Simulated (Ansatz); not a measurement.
# Deforming SiC

```xyz
4
Lattice="3.0760 0.0000 0.0000 -1.5380 2.6639 0.0000 0.0000 0.0000 5.0480" Properties=species:S:1:pos:R:3 pbc="T T T"
Si    0.0000    1.7759    0.0000
Si    1.5380    0.8880    2.5240
C     0.0000    1.7759    1.9435
C     1.5380    0.8880    4.4675
```

Atom numbers follow the list: Si1, Si2, C3, C4.

The cell comes from COD entry 9008875, which wasn't checked; take it as a given geometry.

Computed with DFT, PBEsol, all-electron PAW with datasets made for the crystal, scalar-relativistic in Ansatz 0.2.0.

Settings: a Γ-centred 15×15×8 k mesh, Fermi–Dirac smearing of 0.08 eV, cutoff 340 eV (chosen by the program for this cell), no spin polarisation.

The unchanged cell is at 0.21 GPa.

Semilocal functionals give too small gaps.

x, y and z are the Cartesian axes of the cell as listed; fractional coordinates follow a strain, and an engineering shear is twice the off-diagonal strain component.

(1) With this change (equal xy, yz and zx engineering shear strains of -3 %), what becomes of the energy and stress and forces and gap?

(2) With this change (equal xy, yz and zx engineering shear strains of -1 %), what becomes of the energy and stress and forces and gap?

With equal xy, yz and zx engineering shear strains of +2 %: energy change +7 meV/atom; stress change (xx, yy, zz, yz, xz, xy) 0.16, 0.18, 0.09, -3.33, -3.33, -4.84 GPa, compression positive; change of the force on C4 (0.318, 0.104, -0.018) eV/Å; gap on the k mesh 2.17 → 2.15 eV.

With equal xy, yz and zx engineering shear strains of -2 %: energy change +7 meV/atom; stress change (xx, yy, zz, yz, xz, xy) 0.17, 0.18, 0.08, 3.30, 3.30, 4.83 GPa, compression positive; change of the force on C4 (-0.372, -0.142, -0.018) eV/Å; gap on the k mesh 2.17 → 2.14 eV.

(3) With this change (equal xy, yz and zx engineering shear strains of +1 %), what becomes of the energy and stress and forces and gap?

(4) With this change (equal xy, yz and zx engineering shear strains of +3 %), what becomes of the energy and stress and forces and gap?

Results:

(1) Energy change +17 meV/atom; stress change (xx, yy, zz, yz, xz, xy) 0.39, 0.39, 0.19, 4.93, 4.94, 7.25 GPa, compression positive; change of the force on C4 (-0.582, -0.227, -0.041) eV/Å; gap on the k mesh 2.17 → 2.09 eV.

(2) Energy change +2 meV/atom; stress change (xx, yy, zz, yz, xz, xy) 0.04, 0.04, 0.02, 1.65, 1.65, 2.42 GPa, compression positive; change of the force on C4 (-0.179, -0.066, -0.005) eV/Å; gap on the k mesh 2.17 → 2.16 eV.

(3) Energy change +2 meV/atom; stress change (xx, yy, zz, yz, xz, xy) 0.04, 0.05, 0.02, -1.66, -1.66, -2.42 GPa, compression positive; change of the force on C4 (0.165, 0.057, -0.005) eV/Å; gap on the k mesh 2.17 → 2.16 eV.

(4) Energy change +17 meV/atom; stress change (xx, yy, zz, yz, xz, xy) 0.35, 0.41, 0.19, -4.99, -5.00, -7.27 GPa, compression positive; change of the force on C4 (0.460, 0.142, -0.040) eV/Å; gap on the k mesh 2.17 → 2.13 eV.
